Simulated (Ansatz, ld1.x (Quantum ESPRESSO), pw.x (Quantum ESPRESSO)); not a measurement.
## Mn: one change to the TM potential, in the atom and in the bcc crystal

ld1.x (Quantum ESPRESSO) 7.5 input, shortened:

```
&input
   title='Mn', zed=25., rel=1, dft='PW', iswitch=3,
   config='[Ar] 3d5 4s2 4p0'
 /
 &inputp
   pseudotype=2, tm=.true., lloc=0,
   nlcc=.true., new_core_ps=.true., rcore=1.45
 /
3
4P  2  1   0.00   0.00  3.35  3.35  0.0
3D  3  2   5.00   0.00  1.65  1.65  0.0
4S  1  0   2.00   0.00  2.35  2.35  0.0
 &test
   configts(1)='3d5 4s2 4p0'
 /
```

Change: all radii but the core radius scaled by about 1.33 (s 3.14, p 4.46, d 2.20 bohr).

Cutoffs, loose and tight: the cutoffs (Ry, on a coarse ladder) from which the occupation-weighted sum of valence levels, in a spherical-Bessel basis at the reference potential, stays within 10 and 1 mRy of its value at 400 Ry. They do not see the model core or the augmentation charge, which bear on the density cutoff. Test errors are all-electron minus pseudo excitation energies from the reference, over the configurations 3d5 4s1 4p0; 3d5 4s0 4p0; 3d4 4s0 4p0; 3d3 4s0 4p0; 3d5 4s1.5 4p0; 3d5 4s0 4p2; 3d4 4s2 4p1 (two spin-polarised tests are not counted in the largest error); variants that change the core or the reference have their own tests.

Crystal test: bcc Mn in pw.x 7.5, no spin, 17³ k-points, Fermi–Dirac smearing 0.01 Ry, cutoffs set for each file from its atomic test. The reference is all-electron LAPW (Ansatz 0.2.0) with the same functional, mesh and smearing; V0 and B0 come from Birch–Murnaghan fits to the pressures at five volumes. Errors are pseudo minus all-electron; Δ is the rms difference of the E(V) curves that follow from these fits, minima aligned, over ±6 % about the mean V0. Mesh and smearing are coarse, so the numbers serve the comparison and aren't converged zero-temperature values; the lattice is a test structure that the element need not adopt. Spin polarisation and strong correlation are left out, which matters for this element.

All-electron: a0 = 2.727 Å (V0 = 10.14 Å³/atom), B0 = 324.0 GPa.

**Question.** Does the change bring the crystal closer to the all-electron result?

**Answer.** The mean pressure error goes from +27.29 to +10.77 GPa, so the change moves the solid closer to the all-electron pressures.

| quantity | base | changed |
| --- | --- | --- |
| outcome (atom) | generated | generated |
| cutoff, loose (atom) | 90 Ry | 55 Ry |
| cutoff, tight (atom) | 140 Ry | 90 Ry |
| bound ghosts (atom) | none | none |
| largest test error (meV) (atom) | -447 over the solved tests; 3 of 9 tests not solved or not reliable | -56 over the solved tests; 2 of 9 tests not solved or not reliable |
| cutoffs in pw.x (Ry) | 170/680 | 110/440 |
| a0 (Å) | – | 2.758 |
| a0 error (%) | – | +1.12 |
| B0 error (%) | – | -5.7 |
| Δ (meV/atom) | – | 23.4 |
| mean pressure error (GPa) | +27.29 | +10.77 |

A dash: not determined, or the minimum lies outside the volumes sampled.

Base: The largest radius (3.35 bohr) exceeds half the bond length (2.23 bohr), so the spheres overlap, which is one possible source of error among others. This is a poor potential for the solid. Atomic configuration tests: 3 of 9 tests not solved or not reliable. Changed file: The largest radius (4.46 bohr) exceeds half the bond length (2.23 bohr), so the spheres overlap, which is one possible source of error among others. This is a poor potential for the solid. Atomic configuration tests: 2 of 9 tests not solved or not reliable. The atomic cutoffs weigh occupied waves only.
